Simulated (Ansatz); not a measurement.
## Molecular dynamics of Be

input.yaml

```yaml
crystal:
  lattice:
    - [6.982643, 0.0, 0.0]
    - [-3.491321, 6.047146, 0.0]
    - [0.0, 0.0, 7.294534]
  atoms:
    - { symbol: Be, position: [0.01397162, -0.04888298, 0.03164812] }
    - { symbol: Be, position: [0.15598692, 0.23958147, 0.30917881] }
    - { symbol: Be, position: [0.00742725, 0.00590964, 0.52028606] }
    - { symbol: Be, position: [0.15523659, 0.1702742, 0.83687814] }
    - { symbol: Be, position: [-0.04305597, 0.26800677, 0.03971897] }
    - { symbol: Be, position: [0.08314454, 0.58063103, 0.18993403] }
    - { symbol: Be, position: [0.03924601, 0.30374734, 0.57240329] }
    - { symbol: Be, position: [-0.03836222, 0.46877459, 0.69592526] }
    - { symbol: Be, position: [0.01732711, 0.68735433, -0.04867076] }
    - { symbol: Be, position: [0.20500452, 0.93765647, 0.22236117] }
    - { symbol: Be, position: [0.04827941, 0.65758376, 0.43862798] }
    - { symbol: Be, position: [0.11447312, 0.85998414, 0.73043634] }
    - { symbol: Be, position: [0.32297712, -0.02663559, -0.01104212] }
    - { symbol: Be, position: [0.48609258, 0.2055988, 0.2432086] }
    - { symbol: Be, position: [0.28852342, -0.07282418, 0.51274059] }
    - { symbol: Be, position: [0.41539903, 0.08939377, 0.75648021] }
    - { symbol: Be, position: [0.36839044, 0.4506833, -0.01289842] }
    - { symbol: Be, position: [0.54570453, 0.55984422, 0.29109392] }
    - { symbol: Be, position: [0.35450114, 0.29132325, 0.51230627] }
    - { symbol: Be, position: [0.33863594, 0.43308828, 0.70122604] }
    - { symbol: Be, position: [0.23922594, 0.6426523, -0.10483269] }
    - { symbol: Be, position: [0.50476766, 0.94331897, 0.19954719] }
    - { symbol: Be, position: [0.3011624, 0.62553851, 0.56006589] }
    - { symbol: Be, position: [0.55454272, 0.8585775, 0.74957397] }
    - { symbol: Be, position: [0.68499665, -0.10811748, 0.02646747] }
    - { symbol: Be, position: [0.85388163, 0.26084853, 0.30313088] }
    - { symbol: Be, position: [0.66589505, -0.03020086, 0.5017187] }
    - { symbol: Be, position: [0.74972278, 0.19250118, 0.77748885] }
    - { symbol: Be, position: [0.75030736, 0.39674908, 0.09791648] }
    - { symbol: Be, position: [0.89655391, 0.66593092, 0.23014407] }
    - { symbol: Be, position: [0.66860809, 0.34027124, 0.46247665] }
    - { symbol: Be, position: [0.63107832, 0.42981769, 0.77223729] }
    - { symbol: Be, position: [0.68575946, 0.60917987, 0.01672796] }
    - { symbol: Be, position: [0.78328635, 0.94105663, 0.26823185] }
    - { symbol: Be, position: [0.66136894, 0.68222727, 0.50047527] }
    - { symbol: Be, position: [0.84489444, 0.97335251, 0.71712673] }
basis:
  ecutwfc: 420.0
kpoints:
  mp_grid: { grid: [2, 2, 2] }
hamiltonian:
  xc: pbe
scf:
  occupations: { method: fermi_dirac, width: 0.36 }
  lower_state_search: "off"
md:
  timestep: 0.75
  n_steps: 90
  ensemble: nvt_langevin
  temperature: 2520.0
  initial_velocities: maxwell_boltzmann
  seed: 561345
  friction: 0.02
```

Run as:

```bash
$ ansatz run input.yaml --threads 1 --pin off --max-ram 3072MiB --backend cpu --events-out ev --progress --plain --runs-dir out
```

It goes on from the last frame of an earlier run, with new velocities.

Output, in part (one step line in 4):

```
md step     0: t =     0.00 fs  T =  2450.0 K  F+E_penalty+E_count = -3318.73727926 eV  E_kin = 11.400732 eV  (6 SCF iters)
md step     4: t =     3.00 fs  T =  2770.0 K  F+E_penalty+E_count = -3320.41611527 eV  E_kin = 12.889683 eV  (6 SCF iters)
md step     8: t =     6.00 fs  T =  3115.5 K  F+E_penalty+E_count = -3322.06634367 eV  E_kin = 14.497537 eV  (5 SCF iters)
md step    12: t =     9.00 fs  T =  3206.4 K  F+E_penalty+E_count = -3322.96987795 eV  E_kin = 14.920407 eV  (5 SCF iters)
md step    16: t =    12.00 fs  T =  3034.5 K  F+E_penalty+E_count = -3322.02071369 eV  E_kin = 14.120473 eV  (5 SCF iters)
md step    20: t =    15.00 fs  T =  2507.6 K  F+E_penalty+E_count = -3319.43726489 eV  E_kin = 11.668737 eV  (6 SCF iters)
md step    24: t =    18.00 fs  T =  2035.3 K  F+E_penalty+E_count = -3317.00401361 eV  E_kin = 9.470987 eV  (5 SCF iters)
md step    28: t =    21.00 fs  T =  2118.6 K  F+E_penalty+E_count = -3316.93561089 eV  E_kin = 9.858788 eV  (5 SCF iters)
md step    32: t =    24.00 fs  T =  2740.2 K  F+E_penalty+E_count = -3318.91283496 eV  E_kin = 12.751023 eV  (5 SCF iters)
md step    36: t =    27.00 fs  T =  3063.9 K  F+E_penalty+E_count = -3320.99609715 eV  E_kin = 14.257247 eV  (5 SCF iters)
md step    40: t =    30.00 fs  T =  2988.2 K  F+E_penalty+E_count = -3321.54674728 eV  E_kin = 13.905074 eV  (6 SCF iters)
md step    44: t =    33.00 fs  T =  2713.7 K  F+E_penalty+E_count = -3320.85568297 eV  E_kin = 12.627813 eV  (5 SCF iters)
md step    48: t =    36.00 fs  T =  2267.2 K  F+E_penalty+E_count = -3319.92611537 eV  E_kin = 10.550186 eV  (5 SCF iters)
md step    52: t =    39.00 fs  T =  2226.9 K  F+E_penalty+E_count = -3319.22617785 eV  E_kin = 10.362750 eV  (5 SCF iters)
md step    56: t =    42.00 fs  T =  2261.7 K  F+E_penalty+E_count = -3318.94760189 eV  E_kin = 10.524736 eV  (5 SCF iters)
md step    60: t =    45.00 fs  T =  2389.8 K  F+E_penalty+E_count = -3320.02150444 eV  E_kin = 11.120819 eV  (6 SCF iters)
md step    64: t =    48.00 fs  T =  2636.4 K  F+E_penalty+E_count = -3321.57233222 eV  E_kin = 12.268116 eV  (5 SCF iters)
md step    68: t =    51.00 fs  T =  2753.6 K  F+E_penalty+E_count = -3322.74765616 eV  E_kin = 12.813697 eV  (5 SCF iters)
md step    72: t =    54.00 fs  T =  2807.8 K  F+E_penalty+E_count = -3322.96031360 eV  E_kin = 13.065601 eV  (5 SCF iters)
md step    76: t =    57.00 fs  T =  2786.6 K  F+E_penalty+E_count = -3322.08382434 eV  E_kin = 12.966846 eV  (5 SCF iters)
md step    80: t =    60.00 fs  T =  2468.2 K  F+E_penalty+E_count = -3321.25458577 eV  E_kin = 11.485222 eV  (6 SCF iters)
md step    84: t =    63.00 fs  T =  3094.3 K  F+E_penalty+E_count = -3321.63556716 eV  E_kin = 14.398966 eV  (5 SCF iters)
md step    88: t =    66.00 fs  T =  3334.4 K  F+E_penalty+E_count = -3322.42983010 eV  E_kin = 15.515970 eV  (5 SCF iters)
md step    90: t =    67.50 fs  T =  3277.4 K  F+E_penalty+E_count = -3322.47260586 eV  E_kin = 15.250923 eV  (6 SCF iters)
```

All steps were run. A run of 0.068 ps of so small a system gives no equilibrium averages. Limits of this set-up: coarse k mesh.

Mean squared displacements from the first frame to the last, about the centre of mass: Be 0.51 Å².

Last frame:

```xyz
36
Lattice="6.9826 0.0000 0.0000 -3.4913 6.0471 0.0000 0.0000 0.0000 7.2945" Properties=species:S:1:pos:R:3
Be 0.271 0.200 0.057
Be 0.302 1.780 2.431
Be -0.277 0.458 3.803
Be 0.965 1.503 5.828
Be -0.987 1.528 -0.742
Be -1.013 3.856 1.590
Be -0.471 2.426 4.681
Be -2.349 2.925 5.528
Be -2.296 4.158 0.254
Be -2.629 5.198 1.912
Be -2.683 4.217 3.529
Be -1.953 5.162 5.478
Be 2.584 -0.448 0.261
Be 2.038 1.643 1.078
Be 1.747 0.450 2.771
Be 2.913 0.702 4.714
Be 0.406 2.459 0.357
Be 1.021 3.689 2.258
Be 1.355 2.268 4.094
Be 0.970 3.673 5.543
Be -0.646 3.824 -0.822
Be 0.164 5.952 2.214
Be -0.628 4.489 3.808
Be 0.102 5.343 5.975
Be 4.803 0.055 0.393
Be 5.251 1.458 2.539
Be 4.425 -0.504 4.246
Be 4.478 0.983 5.583
Be 4.009 2.280 -0.162
Be 3.150 3.257 1.855
Be 3.054 2.337 3.632
Be 2.617 2.791 5.635
Be 2.299 4.259 0.520
Be 2.170 5.351 2.057
Be 2.287 4.305 3.669
Be 2.106 5.416 5.812
```

Time of the run: 12 min on 1 thread of Arm Neoverse V1 (shared host), peak memory 0.66 GiB.
